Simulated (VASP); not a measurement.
# Settings for LiH: band structure

LiH, Fm-3m (no. 225), 2 atoms in the cell. TB-mBJ; PAW potentials Li_sv, H (PBE set). VASP 6.6.1.

Wanted: band energies at the path's corners within 0.006 eV; smallest gap over path and mesh within 0.003 eV.

What the run is for: bands; Accuracy asked: tight; Route: KPOINTS_OPT.

Band energies at the path's corners: counted from the valence top.

POSCAR:
```
LiH
1.0
    0.0000000000      2.0367500000      2.0367500000
    2.0367500000      0.0000000000      2.0367500000
    2.0367500000      2.0367500000      0.0000000000
Li H
1 1
Direct
    0.0000000000      0.0000000000      0.0000000000
    0.5000000000      0.5000000000      0.5000000000
```

The series start from Plane-wave cutoff (eV): 580; k-point mesh: 8 × 8 × 8; k points a path segment: 12; Electronic threshold (eV): 1e-6; Precision mode (PREC): Accurate; Bands in all (NBANDS): 14; Aspherical gradient terms in the spheres (LASPH): yes. Each series keeps the choices made before it, and each single choice may use up half of a tolerance. Times cover all steps of a run.

## Plane-wave cutoff (eV)

| Plane-wave cutoff (eV) | Band energies at the path's corners, largest deviation (eV) | Smallest gap over path and mesh (eV) | Time (s) |
|---|---|---|---|
| 400 | 0.3435 | 5.0520 | 16 |
| 500 | 0.0601 | 5.0426 | 21 |
| 580 | 0.0092 | 5.0328 | 24 |
| 650 | 0.0057 | 5.0297 | 19 |
| 800 (reference) | 0.0000 | 5.0249 | 42 |

Chosen: 800; the next looser run is off by more than half of the tolerance, so convergence isn't shown beyond this value.

## k-point mesh

| k-point mesh | Band energies at the path's corners, largest deviation (eV) | Smallest gap over path and mesh (eV) | Time (s) |
|---|---|---|---|
| 3 × 3 × 3 | 0.0399 | 4.9849 | 21 |
| 4 × 4 × 4 | 0.0136 | 5.0384 | 24 |
| 5 × 5 × 5 | 0.0007 | 5.0241 | 24 |
| 6 × 6 × 6 | 0.0007 | 5.0255 | 29 |
| 8 × 8 × 8 | 0.0001 | 5.0249 | 42 |
| 9 × 9 × 9 | 0.0000 | 5.0248 | 43 |
| 12 × 12 × 12 (reference) | 0.0000 | 5.0248 | 66 |

Chosen: 5 × 5 × 5, the loosest value from which every tighter one stays within half of the tolerance.

## Electronic threshold (eV)

| Electronic threshold (eV) | Band energies at the path's corners, largest deviation (eV) | Smallest gap over path and mesh (eV) | Time (s) |
|---|---|---|---|
| 0.001 | 0.0028 | 5.0220 | 12 |
| 0.0001 | 0.0002 | 5.0240 | 14 |
| 1e-5 | 0.0001 | 5.0242 | 18 |
| 1e-6 | 0.0000 | 5.0241 | 19 |
| 1e-7 (reference) | 0.0000 | 5.0241 | 24 |

Chosen: 0.0001.

## Precision mode (PREC)

| Precision mode (PREC) | Band energies at the path's corners, largest deviation (eV) | Smallest gap over path and mesh (eV) | Time (s) |
|---|---|---|---|
| SingleN | 0.2087 | 5.2304 | 9.6 |
| Normal | 0.0075 | 5.0308 | 10 |
| Accurate (reference) | 0.0000 | 5.0240 | 14 |

Chosen: Accurate; the one before it in the list is off by more than half of the tolerance.

## Bands in all (NBANDS)

| Bands in all (NBANDS) | Band energies at the path's corners, largest deviation (eV) | Smallest gap over path and mesh (eV) | Time (s) |
|---|---|---|---|
| 4 | 0.0020 | 5.0237 | 9.9 |
| 5 | 0.0012 | 5.0239 | 11 |
| 6 | 0.0005 | 5.0243 | 11 |
| 8 | 0.0007 | 5.0241 | 12 |
| 14 | 0.0007 | 5.0240 | 14 |
| 24 (reference) | 0.0000 | 5.0243 | 21 |

Chosen: 4.

## Aspherical gradient terms in the spheres (LASPH)

| Aspherical gradient terms in the spheres (LASPH) | Band energies at the path's corners, largest deviation (eV) | Smallest gap over path and mesh (eV) | Time (s) |
|---|---|---|---|
| yes | 0.0000 | 5.0237 | 9.9 |
| no | 0.0000 | 5.0237 | 7.6 |

Chosen: yes; no other choice that stays within half of the tolerance saves 30 % of the time.

Also changed on the way, by series that aren't shown: k points a path segment: 5.

## All choices together

| Input | Band energies at the path's corners, largest deviation (eV) | Smallest gap over path and mesh (eV) | Time (s) |
|---|---|---|---|
| the program's defaults (naive) | 0.0857 | 5.0920 | 5.3 |
| chosen settings | 0.0019 | 5.0237 | 9.9 |
| reference settings throughout | 0.0000 | 5.0248 | 146 |

The chosen settings stay within the tolerance of the reference run, but the reference itself isn't shown to be converged in: Plane-wave cutoff (eV).

## The input

INCAR.step1:
```
SYSTEM = LiH
ISMEAR = 0 ; SIGMA = 0.03
LWAVE = .True. ; LCHARG = .False.
NBANDS = 4 ; PREC = Accurate
LASPH = .True. ; LREAL = .False.
ALGO = Normal ; EDIFF = 1E-4
NELM = 120 ; GGA_COMPAT = .False.
ENCUT = 800 ; EFERMI = MIDGAP
GGA = PE
```

INCAR.step2, as INCAR.step1 but for:
```
- LWAVE = .True.
- GGA = PE
+ METAGGA = MBJ
+ LWAVE = .False.
+ LMIXTAU = .True.
+ ISTART = 1
```

KPOINTS:
```
Automatic mesh
0
Gamma
  5 5 5
  0 0 0
```

KPOINTS_OPT:
```
path GXWKGLUWLK,UX
5
line-mode
reciprocal
 0.0000000000  0.0000000000  0.0000000000  G
 0.5000000000  0.0000000000  0.5000000000  X

 0.5000000000  0.0000000000  0.5000000000  X
 0.5000000000  0.2500000000  0.7500000000  W

 0.5000000000  0.2500000000  0.7500000000  W
 0.3750000000  0.3750000000  0.7500000000  K

 0.3750000000  0.3750000000  0.7500000000  K
 0.0000000000  0.0000000000  0.0000000000  G

 0.0000000000  0.0000000000  0.0000000000  G
 0.5000000000  0.5000000000  0.5000000000  L

 0.5000000000  0.5000000000  0.5000000000  L
 0.6250000000  0.2500000000  0.6250000000  U

 0.6250000000  0.2500000000  0.6250000000  U
 0.5000000000  0.2500000000  0.7500000000  W

 0.5000000000  0.2500000000  0.7500000000  W
 0.5000000000  0.5000000000  0.5000000000  L

 0.5000000000  0.5000000000  0.5000000000  L
 0.3750000000  0.3750000000  0.7500000000  K

 0.6250000000  0.2500000000  0.6250000000  U
 0.5000000000  0.0000000000  0.5000000000  X
```

Commands (each step's output is kept before the next begins):
```
cat potpaw_PBE.64/Li_sv/POTCAR potpaw_PBE.64/H/POTCAR > POTCAR
cp INCAR.step1 INCAR
mpirun -np 1 vasp_std > vasp.out
cp INCAR.step2 INCAR
mpirun -np 1 vasp_std > vasp.out
```

The chosen input took VASP 6.6.1 9.9 s on 1 core (Intel Xeon 6975P-C (Granite Rapids)), a shared host.

## An input that fails: smearing far too wide

It runs to its end, but against the unchanged starting input it is off by 0.0318 eV in the band energies at the path's corners, 0.0318 eV in the smallest gap over path and mesh.

Changes against the starting input:
```
(all steps)
- SIGMA = 0.03
- NELM = 120
+ SIGMA = 2.0
+ NELM = 78
```
